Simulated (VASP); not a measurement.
# AlN in VASP: one cell, several levels of theory, part 2 of 2

The system is AlN in the rocksalt structure, a generated structure that needn't be the ground state.

VASP 6.6.1, plane waves, PAW.

## 3. r2SCAN at this geometry

INCAR reads:

```
ENCUT = 520.000000
SIGMA = 0.010000
EDIFF = 1.00e-07
ALGO = Normal
METAGGA = R2SCAN
PREC = Accurate
IBRION = -1
ISIF = 2
ISMEAR = 0
NBANDS = 11
NELM = 120
NSW = 0
LASPH = .TRUE.
LCHARG = .FALSE.
LWAVE = .FALSE.
LREAL = .FALSE.
```

KPOINTS reads:

```
KPOINTS created by Atomic Simulation Environment
0
Gamma
10 10 10
0 0 0
```

KPOINTS_OPT reads:

```
special points
7
Reciprocal
0.0000000000 0.0000000000 0.0000000000 1
0.5000000000 0.0000000000 0.5000000000 1
0.6250000000 0.2500000000 0.6250000000 1
0.3750000000 0.3750000000 0.7500000000 1
0.5000000000 0.5000000000 0.5000000000 1
0.5000000000 0.2500000000 0.7500000000 1
0.0000000000 0.5000000000 0.5000000000 1
```

POSCAR reads:

```
Al N
 1.0000000000000000
     0.0000000000000000    1.9381137141000000    1.9381137141000000
     1.9381137141000000    0.0000000000000000    1.9381137141000000
     1.9381137141000000    1.9381137141000000    0.0000000000000000
 Al  N
   1   1
Cartesian
  0.0000000000000000  0.0000000000000000  0.0000000000000000
  1.9381137141000000  1.9381137141000000  1.9381137141000000
```

Launch:

```console
> mpirun -np 1 vasp_std
```

Printed to the terminal (iteration lines stand in OSZICAR):

```text
POSCAR found type information on POSCAR AlN
 POSCAR found :  2 types and       2 ions
 -----------------------------------------------------------------------------
|                                                                             |
|                                                                             |
|     You enforced a specific xc type in the INCAR file but a different       |
|     I HOPE YOU KNOW WHAT YOU ARE DOING!                                     |
|                                                                             |
 -----------------------------------------------------------------------------

 LDA part: xc-table for (None), standard interpolation
 POSCAR, INCAR and KPOINTS ok, starting setup
 FFT: planning ... GRIDC
 FFT: planning ... GRID_SOFT
 FFT: planning ... GRID
 WAVECAR not read
 entering main loop
 Start KPOINTS_OPT (optional k-point list driver)
k-point batch [1-7\7]
```

OSZICAR:

```text
N       E                     dE             d eps       ncg     rms          rms(c)
DAV:   1     0.538707333018E+01    0.53871E+01   -0.42219E+03  1098   0.648E+02
DAV:   2    -0.217569237226E+02   -0.27144E+02   -0.26666E+02  1266   0.153E+02
DAV:   3    -0.223651717622E+02   -0.60825E+00   -0.60757E+00  1258   0.203E+01
DAV:   4    -0.223673104723E+02   -0.21387E-02   -0.21386E-02  1154   0.130E+00
DAV:   5    -0.223673271815E+02   -0.16709E-04   -0.16709E-04  1232   0.109E-01    0.864E+00
DAV:   6    -0.186313576706E+02    0.37360E+01   -0.50726E+00  1103   0.128E+01    0.409E+00
DAV:   7    -0.186551088926E+02   -0.23751E-01   -0.51720E-01  1172   0.503E+00    0.220E+00
DAV:   8    -0.186734811107E+02   -0.18372E-01   -0.35441E-02  1118   0.145E+00    0.156E-01
DAV:   9    -0.186735177448E+02   -0.36634E-04   -0.13829E-03  1271   0.269E-01    0.938E-02
DAV:  10    -0.186737089573E+02   -0.19121E-03   -0.21688E-04  1151   0.121E-01    0.446E-02
DAV:  11    -0.186736841386E+02    0.24819E-04   -0.19264E-05  1206   0.283E-02    0.549E-03
DAV:  12    -0.186736830699E+02    0.10687E-05   -0.79129E-07  1157   0.808E-03    0.308E-03
DAV:  13    -0.186736845537E+02   -0.14839E-05   -0.57605E-08   622   0.187E-03    0.604E-04
DAV:  14    -0.186736844303E+02    0.12338E-06   -0.59592E-09   595   0.613E-04    0.229E-04
DAV:  15    -0.186736844135E+02    0.16850E-07   -0.37560E-10   577   0.196E-04
   1 F= -.18673684E+02 E0= -.18673684E+02  d E =-.106332-147
       N       E                     dE             ncg
DAV:   1     0.541564364283E+03   -0.20359E+04      154
DAV:   2     0.354873877853E+03   -0.18669E+03      214
DAV:   3     0.350112478200E+03   -0.47614E+01      190
DAV:   4     0.350087484117E+03   -0.24994E-01      192
DAV:   5     0.350087222046E+03   -0.26207E-03      193
DAV:   6     0.350087218033E+03   -0.40124E-05      184
DAV:   7     0.350087217969E+03   -0.64073E-07      190
```

Parts of OUTCAR:

```text
k-points           NKPTS =     47   k-points in BZ     NKDIM =     47   number of bands    NBANDS=     11

   NELECT =       8.0000    total number of electrons

   dimension x,y,z NGX =    20 NGY =   20 NGZ =   20
   dimension x,y,z NGXF=    40 NGYF=   40 NGZF=   40

  energy-cutoff  :      520.00
  volume of cell :       14.56
      direct lattice vectors                 reciprocal lattice vectors
     0.000000000  1.938113714  1.938113714    -0.257982799  0.257982799  0.257982799
     1.938113714  0.000000000  1.938113714     0.257982799 -0.257982799  0.257982799
     1.938113714  1.938113714  0.000000000     0.257982799  0.257982799 -0.257982799

 k-points in reciprocal lattice and weights: KPOINTS created by Atomic Simulation Env
   0.00000000  0.00000000  0.00000000       0.001
   0.10000000  0.00000000  0.00000000       0.008
   0.20000000  0.00000000  0.00000000       0.008
   0.30000000  0.00000000  0.00000000       0.008
   0.40000000  0.00000000  0.00000000       0.008
   0.50000000  0.00000000  0.00000000       0.004
   0.10000000  0.10000000  0.00000000       0.006
   0.20000000  0.10000000  0.00000000       0.024
[... 39 more k-points ...]

 E-fermi :  11.6744

 k-point     1 :       0.0000    0.0000    0.0000
  band No.  band energies     occupation
      1      -8.1348      2.00000
      2      11.4928      2.00000
      3      11.4928      2.00000
      4      11.4928      2.00000
      5      20.0359      0.00000
      6      24.8270      0.00000
      7      24.8270      0.00000
      8      24.8270      0.00000
      9      30.9800      0.00000
     10      31.0716      0.00000
     11      31.0716      0.00000

 k-point     2 :       0.1000    0.0000    0.0000
  band No.  band energies     occupation
      1      -7.8995      2.00000
      2      10.4320      2.00000
      3      11.3300      2.00000
      4      11.3300      2.00000
      5      20.5787      0.00000
      6      24.0261      0.00000
      7      25.2170      0.00000
      8      25.2170      0.00000
      9      29.9820      0.00000
     10      29.9820      0.00000
     11      32.7002      0.00000

 k-point     3 :       0.2000    0.0000    0.0000
  band No.  band energies     occupation
      1      -7.2144      2.00000
      2       8.0646      2.00000
      3      10.9371      2.00000
      4      10.9371      2.00000
      5      20.6887      0.00000
      6      24.1855      0.00000
      7      25.7563      0.00000
      8      25.7563      0.00000
      9      29.3234      0.00000
     10      29.3234      0.00000
     11      32.6874      0.00000

 k-point     4 :       0.3000    0.0000    0.0000
  band No.  band energies     occupation
      1      -6.1608      2.00000
      2       5.4179      2.00000
      3      10.5043      2.00000
      4      10.5043      2.00000
      5      19.9594      0.00000
      6      25.3285      0.00000
      7      25.3285      0.00000
      8      25.8471      0.00000
      9      30.8432      0.00000
     10      30.8432      0.00000
     11      31.6971      0.00000

 k-point     5 :       0.4000    0.0000    0.0000
  band No.  band energies     occupation
      1      -4.9794      2.00000
      2       3.1669      2.00000
      3      10.1874      2.00000
      4      10.1874      2.00000
      5      19.4312      0.00000
      6      24.7319      0.00000
      7      24.7319      0.00000
      8      27.4356      0.00000
      9      30.9270      0.00000
     10      33.4272      0.00000
     11      33.4272      0.00000

 k-point     6 :       0.5000    0.0000    0.0000
  band No.  band energies     occupation
      1      -4.3574      2.00000
      2       2.1728      2.00000
      3      10.0727      2.00000
      4      10.0727      2.00000
      5      19.2558      0.00000
      6      24.5046      0.00000
      7      24.5046      0.00000
      8      28.0917      0.00000
      9      30.6478      0.00000
     10      35.0648      0.00000
     11      35.0648      0.00000

 k-point     7 :       0.1000    0.1000    0.0000
  band No.  band energies     occupation
      1      -7.8217      2.00000
      2      10.5393      2.00000
      3      11.0542      2.00000
      4      11.0542      2.00000
      5      20.8640      0.00000
      6      23.1554      0.00000
      7      25.6802      0.00000
      8      25.6802      0.00000
      9      28.3674      0.00000
     10      31.4374      0.00000
     11      33.4726      0.00000

[... the tables of k-points 8 to 47 left out ...]

  Total        3.8201220      3.8201220      3.8201220      0.0000000      0.0000000     -0.0000000
  in kB      420.3587195    420.3587195    420.3587195      0.0000000      0.0000000     -0.0000000
  external PRESSURE =     420.3587195 kB  Pullay stress =       0.0000000 kB

 POSITION                                       TOTAL-FORCE (eV/Angst)
 -----------------------------------------------------------------------------------
      0.00000      0.00000      0.00000        -0.000000      0.000000     -0.000000
      1.93811      1.93811      1.93811         0.000000     -0.000000      0.000000
 -----------------------------------------------------------------------------------
    total drift:                                0.000000      0.000000      0.000000

  FREE ENERGIE OF THE ION-ELECTRON SYSTEM (eV)
  ---------------------------------------------------
  free  energy   TOTEN  =       -18.6736844135 eV

  energy  without entropy=      -18.6736844135  energy(sigma->0) =      -18.67368441
```

Hardware: 1 MPI rank of Intel Xeon Platinum 8488C, shared host.

The levels at the points of KPOINTS_OPT are read from vasprun.xml.

Band energies at the special points (eV, zero at the top of v, the last band that the electrons fill by count):

```
point    v−1      v      c    c+1
    Γ   0.00   0.00   8.54  13.33
    X  -3.25  -3.25   5.74   6.84
    U  -6.14  -2.72   7.48  11.13
    K  -6.14  -2.72   7.48  11.13
    L  -1.42  -1.42   7.76  13.01
    W  -6.57  -4.32  10.53  12.38
```

r2SCAN gives an indirect gap of 5.74 eV, from Γ to X; the least direct gap is 8.54 eV. Pressure: 42.04 GPa; the forces vanish within 0.01 eV/Å.

## 4. Results

The summary covers parts 1 to 2.

```
 level  gap (eV)  pressure (GPa)  Ansatz: gap (eV)  Ansatz: pressure (GPa)
   PBE      5.06           49.05              5.05                   49.37
r2SCAN      5.74           42.04              5.78                   42.89
```

The gap spans 5.06 eV (PBE) to 5.74 eV (r2SCAN). The pressure is highest with PBE (49.1 GPa) and lowest with r2SCAN (42.0 GPa), which orders the cells that they would relax to. The two programs agree on the gap within 0.05 eV, far less than the spread between functionals. The two codes have different PAW datasets and cutoffs.
